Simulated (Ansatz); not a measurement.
KF in the NiAs structure, relaxed with r2SCAN: space group P6_3/mmc (No. 194), hexagonal; conventional cell a = 3.660 Å, c = 6.479 Å, 18.79 Å³ an atom. K has 6 F at 2.66 Å; F has 6 K at 2.66 Å. One-shot G0W0@PBE in Ansatz 0.2.0 on a 6×6×2 mesh (contour deformation, no spin-orbit coupling), from a PBE gap of 6.204 eV over the mesh points (the G0W0 gap is direct on the mesh); the number N of bands summed and the screening cutoff rise together. Note: simulated data, non-magnetic, for a generated structure that need not be the stable one.

| N | cutoff (eV) | 1000/N | G0W0 gap (eV) |
| --- | --- | --- | --- |
| 138 | 80 | 7.246 | 9.540 |
| 298 | 140 | 3.356 | 9.611 |

Q: Lay a straight line in 1000/N through these rows.

A: The slope is -0.0183 eV per unit of 1000/N and the intercept 9.672 eV.

Q: Predict the gap at N = 535 (210 eV).

A: 9.672 + (-0.0183) × 1.869 = 9.638 eV; the run gives 9.732 eV, +0.094 eV from the line.

Q: With that run's result added, what limit do the last two rows suggest?

A: Their slope is (9.732 − 9.611)/(1.869 − 3.356) = -0.0814, which meets 1/N = 0 at 9.88 eV, against 9.672 eV from the first line. The slope steepens, so 1/N isn't yet asymptotic and the true limit probably lies higher still; the k mesh isn't extrapolated.
